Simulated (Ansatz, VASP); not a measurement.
# Cu in VASP and in Ansatz

Contents of INCAR:

```
ALGO = Fast ; EDIFF = 1E-6
ENCUT = 520 ; GGA = PS
ISIF = 2 ; ISMEAR = 0
LASPH = True ; LCHARG = False
LREAL = False ; LWAVE = False
NBANDS = 12 ; NELM = 60
PREC = Accurate ; SIGMA = 0.15
```

The input KPOINTS:

```
k-points
0
Gamma
  24 24 24
```

POSCAR

```
Cu
1.0
   -1.4644352198      1.4644352198      1.3760814500
    1.4644352198     -1.4644352198      1.3760814500
    1.4644352198      1.4644352198     -1.3760814500
Cu
1
Direct
    0.0000000000      0.0000000000      0.0000000000
```

Input for Ansatz:

```yaml
crystal:
  lattice:
    - [-1.4644352198, 1.4644352198, 1.37608145]
    - [1.4644352198, -1.4644352198, 1.37608145]
    - [1.4644352198, 1.4644352198, -1.37608145]
  atoms:
    - { symbol: Cu, position: [0.0, 0.0, 0.0] }
basis:
  ecutwfc: 420
kpoints:
  mp_grid: { grid: [24, 24, 24] }
hamiltonian:
  xc: pbesol
scf:
  occupations: { method: gaussian, width: 0.15 }
output:
  forces: true
  stress: true
  eigenvalues: true
```

Change from the starting cell: strain +0.015 along x and y, +0.000 along z, atoms carried along.

Alike in both runs: task single point; functional PBEsol; k mesh 24 × 24 × 24; occupations gaussian, width 0.15 eV; no spin polarisation.

```csv
,VASP,Ansatz
version,VASP 6.6.1,Ansatz 0.2.0
potentials or method,"VASP PAW PBE potentials, release 64 (Cu)","scalar-relativistic, plane waves, PAW"
plane-wave cutoff (eV),520,420
valence electrons in the cell,11,19
```

VASP gave:

| Item | Value |
| --- | --- |
| gap on the k mesh at the Fermi level (eV) | none |
| pressure (GPa) | -5.1 |
| largest component of the traceless stress (GPa) | 0.07 |

Which values does Ansatz return?

gap on the k mesh at the Fermi level (eV): none; pressure (GPa): -5.8; largest component of the traceless stress (GPa): 0.08.

A gap of «none» marks a metal or a gap that the smearing closes. The two sets of potentials don't hold the same shells in valence.

Caveats: the PAW data sets were made with another functional, which shifts forces and pressure a little (VASP).
